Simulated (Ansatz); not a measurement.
AlPt in Ansatz: the effect of functional

AlPt:

```
CELL_PARAMETERS angstrom
3.13223 0.00000 0.00000
0.00000 3.13223 0.00000
0.00000 0.00000 3.13223
ATOMIC_POSITIONS crystal
Pt 0.50000 0.50000 0.50000
Al 0.00000 0.00000 0.00000
```

Measurements of this composition are mostly on another form, of space group No. 198.

The cell isn't the ideal one: volume scaled by 1.04.

Alike in all runs:

| Quantity | Value |
| --- | --- |
| Program | Ansatz 0.2.0 |
| Task | single point |
| Potentials or basis | Ansatz PAW |
| k mesh | 9 × 9 × 9 |
| Occupations | fermi-dirac, width 0.05 eV |
| Spin | no spin polarisation |

| functional | cutoff | pressure (GPa) |
| --- | --- | --- |
| LDA | 420 eV (not typed: the program's choice for these potentials) | -15.7 |
| PBEsol | 420 eV (not typed: the program's choice for these potentials) | -12.0 |
| r2SCAN | 500 eV (not typed: the program's choice for these potentials) | ? |

**Question.** What does the run with functional r2SCAN give?

**Answer.** Pressure -11.3 GPa.

Caveats: the PAW data sets come from PBE, with cores solved anew for the run's functional, which leaves a small shift of forces and pressure.

Runs at the PBE level aren't shown here.
